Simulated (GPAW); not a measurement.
Ge:

```
CELL_PARAMETERS angstrom
-2.57449 2.57449 1.39741
2.57449 -2.57449 1.39741
2.57449 2.57449 -1.39741
ATOMIC_POSITIONS crystal
Ge 0.50000 0.50000 0.00000
Ge 0.25000 0.75000 0.50000
```

This isn't the form of Ge at room conditions, which is diamond.

Base run:

* Program: GPAW 26.7.0
* Functional: PBE
* Potentials or basis: GPAW PAW data sets (gpaw-data 1.2.1)
* Cutoff: 600 eV
* Basis: pw
* k mesh: 11 × 11 × 11
* Occupations: fermi-dirac, width 0.05 eV
* Spin: no spin polarisation

Its results: pressure 3.1 GPa.

Question: The run is repeated on the same cell with these changes: functional from PBE to PBEsol; potentials or basis from GPAW PAW data sets (gpaw-data 1.2.1) to PAW data sets generated in the run's folder for this functional. What comes out?

Answer: Pressure -0.7 GPa.
